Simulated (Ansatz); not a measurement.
## Stability checks on a candidate for MgS

The cell was found from a structure generator's guess, not taken from experiment.

Level of theory: DFT PBE, scalar-relativistic, plane waves, PAW in Ansatz 0.2.0. Plane waves to 420 eV, a 4×4×6 mesh through Γ for the 8-atom cell and 0.02 eV Gaussian smearing; no spin polarisation.

```
CELL_PARAMETERS angstrom
6.87732 0.00000 0.00000
0.00000 6.87732 0.00000
0.00000 0.00000 4.07982
ATOMIC_POSITIONS crystal
Mg 0.67324 0.67324 0.00000
Mg 0.82676 0.17324 0.50000
Mg 0.32676 0.32676 0.00000
Mg 0.17324 0.82676 0.50000
S 0.81222 0.81222 0.50000
S 0.68778 0.31222 0.00000
S 0.18778 0.18778 0.50000
S 0.31222 0.68778 0.00000
```

The zero of energy is the elements' standard structures at the same level; no fitted shifts are applied.

Question: These tests were run: energy against the elements; random kick, then relaxation without symmetry; phonons on a 1×1×2 q mesh; elastic tensor. What do they show?

Answer:

```csv
test,result
energy against the elements,−1.415 eV/atom
"random kick, then relaxation without symmetry",returns
phonons on a 1×1×2 q mesh,no imaginary mode on the mesh
elastic tensor,least eigenvalue 10 GPa
```

It fails none of these tests. Whether a mixture of other phases lies lower isn't tested here.

The reference form of S is held partly by dispersion forces, which this level lacks. The kick test ran on a coarse mesh. The run for the phonons used a 4×4×6 k mesh. The run for the elastic tensor used a 4×4×6 k mesh. Another cell of MgS relaxed alike, in Fm-3m, lies 29 meV/atom lower, so this cell isn't the stable form at this level.
